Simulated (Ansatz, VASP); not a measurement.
# BN: VASP beside Ansatz

```
CELL_PARAMETERS angstrom
2.48892 0.00000 0.00000
-1.24446 2.15547 0.00000
0.00000 0.00000 6.49831
ATOMIC_POSITIONS crystal
B 0.33333 0.66667 0.25000
B 0.66667 0.33333 0.75000
N 0.33333 0.66667 0.75000
N 0.66667 0.33333 0.25000
```

Alike in both runs: task single point; functional LDA; k mesh 12 × 12 × 4; occupations gaussian, width 0.05 eV; no spin polarisation.

|  | VASP | Ansatz |
| --- | --- | --- |
| version | VASP 6.6.1 | Ansatz 0.2.0 |
| potentials or method | VASP PAW LDA potentials, release 64 (B, N) | scalar-relativistic, plane waves, PAW |
| plane-wave cutoff (eV) | 520 | 420 |
| valence electrons in the cell | 16 | 16 |

```csv
,VASP,Ansatz,Ansatz less VASP
gap on the k mesh at the Fermi level (eV),4.05,4.07,+0.016
least direct gap on the mesh (eV),4.47,4.49,+0.017
pressure (GPa),0.4,0.0,-0.45
largest component of the traceless stress (GPa),0.66,0.03,-0.635
```

A k mesh can miss the band edges.
